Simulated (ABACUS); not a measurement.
Crystal: Pb.

```
CELL_PARAMETERS angstrom
0.00000 2.47502 2.47502
2.47502 0.00000 2.47502
2.47502 2.47502 0.00000
ATOMIC_POSITIONS crystal
Pb 0.00000 0.00000 0.00000
```

Program: ABACUS 3.10.1. Alike in all runs: task single point; no spin polarisation; cell as given; smearing fermi-dirac 0.05 eV.

Problem. Order these runs on this cell by their pressure, lowest first.
A. level rPW86PBE; potentials or basis SG15 ONCV 1.2 PBE, plane waves; k mesh 7 × 7 × 7; cutoff (eV) 857; SCF threshold on the density 1e-08; eigensolver dav; mesh quality not flagged
B. level PBE; potentials or basis SG15 ONCV 1.2 PBE, TZDP LCAO (the cutoffs set its grid); k mesh 8 × 8 × 8; cutoff (eV) 1361; orbital files Pb Pb_confined-atom_8au_3s3p3d1f.orb; SCF threshold on the density 1e-07; eigensolver genelpa; mesh quality not flagged
C. level TASK; potentials or basis SG15 ONCV 1.2 PBE, plane waves; k mesh 6 × 6 × 6; cutoff (eV) 993; SCF threshold on the density 1e-08; eigensolver dav; mesh quality coarse

Solution. B (3.0 GPa), A (5.6 GPa), C (211.7 GPa).

Caveats: some runs use coarse meshes; the potentials were made for another functional, which shifts forces and pressure (some runs); the atomic orbitals were generated for these runs and aren't a published set (some runs); the basis of atomic orbitals isn't converged, which shifts pressures, moduli and gaps (some runs); a pressure of tens of GPa on the cell as given is suspect, and the run, the potentials or the cell itself is likely at fault (some runs).
